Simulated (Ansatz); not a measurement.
# TaN: the cost of one run

Method: DFT PBE without U, plane waves, PAW, no spin–orbit coupling unless a run says so, in Ansatz 0.2.0.

### Step 1. The system as given

The structure is hexagonal, space group P-6m2 (No. 187). The conventional cell has a = 2.938 Å, b = 2.938 Å, c = 2.883 Å, α = 90.00°, β = 90.00°, γ = 120.00°. Around Ta (site symmetry -6m2) lie 6 N at 2.23 Å. N (site symmetry -6m2) is surrounded by 6 Ta at 2.23 Å.

As a file:

```
Ta N
1.0
     2.93800    0.00000    0.00000
    -1.46900    2.54438    0.00000
     0.00000    0.00000    5.76600
Ta N
2 2
Direct
  0.33333 0.66667 0.25000
  0.33333 0.66667 0.75000
  0.00000 0.00000 0.00000
  0.00000 0.00000 0.50000
```

Magnetic order typed: antiferromagnetic, doubled cell 0 0 1/2.

An earlier series on this cell reached its lowest free state from «from atoms, symmetry kept, no search», perhaps among other starts (it ended with site moments under 0.05 μB).

### Step 2. Random orbitals: single harmonics, second filling

File input.yaml:

```yaml
crystal:
  lattice:
    - [2.93800111, 0.0, 0.0]
    - [-1.46900055, 2.5443836, 0.0]
    - [0.0, 0.0, 5.76600442]
  atoms:
    - { symbol: Ta, position: [0.3333333333, 0.6666666667, 0.25], spin: 0.3 }
    - { symbol: "N", position: [0.0, 0.0, 0.0] }
    - { symbol: Ta, position: [0.3333333333, 0.6666666667, 0.75], spin: -0.3 }
    - { symbol: "N", position: [0.0, 0.0, 0.5] }
basis:
  ecutwfc: 420
  ecutrho_ratio: 4
kpoints:
  mp_grid: { grid: [7, 7, 4] }
hamiltonian:
  xc: pbe
  hubbard:
    sites:
      - { site: 0, l: d, u_eff: 0.0, starting_ns: [{ spin: up, occupation_matrix: s0up }, { spin: down, occupation_matrix: s0down }] }
      - { site: 2, l: d, u_eff: 0.0, starting_ns: [{ spin: up, occupation_matrix: s2up }, { spin: down, occupation_matrix: s2down }] }
    occupation_matrices:
      s0up:
        matrix:
          - [0.02, 0.0, 0.0, 0.0, 0.0]
          - [0.0, 0.97, 0.0, 0.0, 0.0]
          - [0.0, 0.0, 0.02, 0.0, 0.0]
          - [0.0, 0.0, 0.0, 0.02, 0.0]
          - [0.0, 0.0, 0.0, 0.0, 0.02]
      s0down:
        matrix:
          - [0.02, 0.0, 0.0, 0.0, 0.0]
          - [0.0, 0.02, 0.0, 0.0, 0.0]
          - [0.0, 0.0, 0.97, 0.0, 0.0]
          - [0.0, 0.0, 0.0, 0.02, 0.0]
          - [0.0, 0.0, 0.0, 0.0, 0.02]
      s2up:
        matrix:
          - [0.02, 0.0, 0.0, 0.0, 0.0]
          - [0.0, 0.97, 0.0, 0.0, 0.0]
          - [0.0, 0.0, 0.02, 0.0, 0.0]
          - [0.0, 0.0, 0.0, 0.02, 0.0]
          - [0.0, 0.0, 0.0, 0.0, 0.02]
      s2down:
        matrix:
          - [0.02, 0.0, 0.0, 0.0, 0.0]
          - [0.0, 0.97, 0.0, 0.0, 0.0]
          - [0.0, 0.0, 0.02, 0.0, 0.0]
          - [0.0, 0.0, 0.0, 0.02, 0.0]
          - [0.0, 0.0, 0.0, 0.0, 0.02]
    ns_hold: { iters: 5 }
scf:
  occupations: { method: gaussian, width: 0.05 }
  lower_state_search: "off"
  max_iter: 150
output:
  forces: true
  stress: true
  eigenvalues: true
  populations: true
  hubbard: { sites: [{ site: 0, l: d }, { site: 2, l: d }] }
magnetization:
  spin_polarized: true
```

The typed matrices put 0.97 on the chosen orbitals and 0.02 on the others, and are held for 5 cycles.

Launch:

```bash
ansatz run input.yaml --threads 2 --pin off --max-ram 3072MiB --backend cpu --events-out ev --progress --plain --runs-dir out
```

Q: Estimate wall time and peak memory on 2 threads of Arm Neoverse V2, shared host.

About 13 s, with a peak of 0.43 GiB.
